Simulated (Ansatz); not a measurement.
Space group Fm-3m (No. 225). a = 3.881 Å, b = 3.881 Å, c = 3.881 Å, α = 90.00°, β = 90.00°, γ = 90.00°
```csv
atom,site,symmetry,x,y,z
Re,4a,m-3m,0.0000,0.0000,0.0000
```

Equation of state of this Re structure (not necessarily the ground state), with shape and atoms relaxed at each volume where symmetry leaves them free. It has no gap at any of these volumes. The calculation used DFT PBEsol, scalar-relativistic, plane waves, PAW in Ansatz.

Plane waves to 420 eV, a k mesh through Γ of 18×18×18 on the computed 1-atom cell and Gaussian smearing (0.10 eV); no spin polarisation.

| V (Å³/atom) | E − E(largest V) (meV/atom) | P (GPa) |
| --- | --- | --- |
| 12.856 | 169.29 | 65.34 |
| 13.294 | 19.53 | 44.85 |
| 13.732 | -78.49 | 27.46 |
| 14.171 | -132.66 | 12.64 |
| 14.609 | -149.41 | 0.00 |
| 15.047 | -134.20 | -10.77 |
| 15.486 | -91.81 | -19.93 |
| 16.070 | 0.00 | -30.00 |

Q: Fit a third-order Birch–Murnaghan equation to E(V).

A: V0 = 14.61 Å³/atom, B0 = 388 GPa, B0' = 4.3.

Spin-orbit coupling is left out, which matters for the bands of heavy elements.

This fcc form isn't the element's structure at ambient conditions.